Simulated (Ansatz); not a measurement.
**NaF, response to strain**

Take NaF in the rock salt structure (space group Fm-3m, No. 225; a = 4.629 Å) as the base. Axes: x, y, z lie along the cube axes.

Strains are applied to the cell and any free atomic positions relax; under biaxial strain the out-of-plane vector relaxes too.

Computed with PBEsol (Ansatz, a first-principles code; PAW; 420 eV plane waves; no spin-orbit coupling).

Notes on the quantities. energy relative to the base: free energy F.

| variant | energy relative to the base | band gap | volume per atom |
|---|---|---|---|
| base | 0 meV/atom | 6.20 eV | 12.40 Å³ |
| biaxial strain −3.00 %, plane normal [001], relaxed out of plane | +9.1 meV/atom | 6.44 eV | 11.83 Å³ |
| biaxial strain −2.50 %, plane normal [001], relaxed out of plane | … | … | … |
| biaxial strain −2.00 %, plane normal [001], relaxed out of plane | +3.9 meV/atom | 6.36 eV | 12.02 Å³ |
| biaxial strain −1.50 %, plane normal [001], relaxed out of plane | +2.1 meV/atom | 6.32 eV | 12.11 Å³ |
| biaxial strain −1.00 %, plane normal [001], relaxed out of plane | +0.9 meV/atom | 6.28 eV | 12.21 Å³ |
| biaxial strain −0.50 %, plane normal [001], relaxed out of plane | +0.2 meV/atom | 6.24 eV | 12.30 Å³ |
| biaxial strain +1.00 %, plane normal [001], relaxed out of plane | +0.9 meV/atom | 6.12 eV | 12.59 Å³ |
| biaxial strain +1.50 %, plane normal [001], relaxed out of plane | +1.9 meV/atom | 6.08 eV | 12.69 Å³ |
| biaxial strain +3.00 %, plane normal [001], relaxed out of plane | +7.0 meV/atom | 5.96 eV | 12.99 Å³ |

**Question.** What belongs in the blanks?

**Answer.** 
- biaxial strain −2.50 %, plane normal [001], relaxed out of plane, energy relative to the base: +6.2 meV/atom
- biaxial strain −2.50 %, plane normal [001], relaxed out of plane, band gap: 6.40 eV
- biaxial strain −2.50 %, plane normal [001], relaxed out of plane, volume per atom: 11.92 Å³

No phonon test of stability was made.
